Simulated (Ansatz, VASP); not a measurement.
KTaO3: VASP beside Ansatz

```
Ta K O
1.0
     3.93440    0.00000    0.00000
     0.00000    3.93440    0.00000
     0.00000    0.00000    3.93440
Ta K O
1 1 3
Direct
  0.00000 0.00000 0.00000
  0.50000 0.50000 0.50000
  0.00000 0.00000 0.50000
  0.00000 0.50000 0.00000
  0.50000 0.00000 0.00000
```

Alike in both runs: task single point; functional PBE; k mesh 7 × 7 × 7; occupations fermi-dirac, width 0.05 eV; no spin polarisation.

|  | VASP | Ansatz |
| --- | --- | --- |
| version | VASP 6.6.1 | Ansatz 0.2.0 |
| potentials or method | VASP PAW PBE potentials, release 64 (Ta_pv, K_sv, O) | Ansatz PAW soft_1 |
| plane-wave cutoff (eV) | 520 | 420 |
| valence electrons in the cell | 38 | 40 |

Ansatz gave:

```
gap on the k mesh at the Fermi level (eV) : 2.38
least direct gap on the mesh (eV)         : 2.92
pressure (GPa)                            : 14.7
```

Question: Estimate VASP's values.

Answer: gap on the k mesh at the Fermi level (eV): 2.33; least direct gap on the mesh (eV): 2.86; pressure (GPa): 15.7.

The two sets of potentials don't hold the same shells in valence.

Caveats: spin-orbit coupling is left out, which moves the levels of the heavy elements; so large a pressure means that the cell lies far from this level's equilibrium, or that cutoff or potentials fall short (VASP); an odd mesh through Γ misses points on the zone boundary, where band edges often lie (VASP); odd divisions of the mesh miss points on the zone boundary, where band edges often lie, so the gap on the mesh can be too wide (Ansatz); the pressure holds a Pulay correction of +0.3 GPa for the finite cutoff (Ansatz). A hybrid or GW would open this gap; PBE tends to underestimate it.
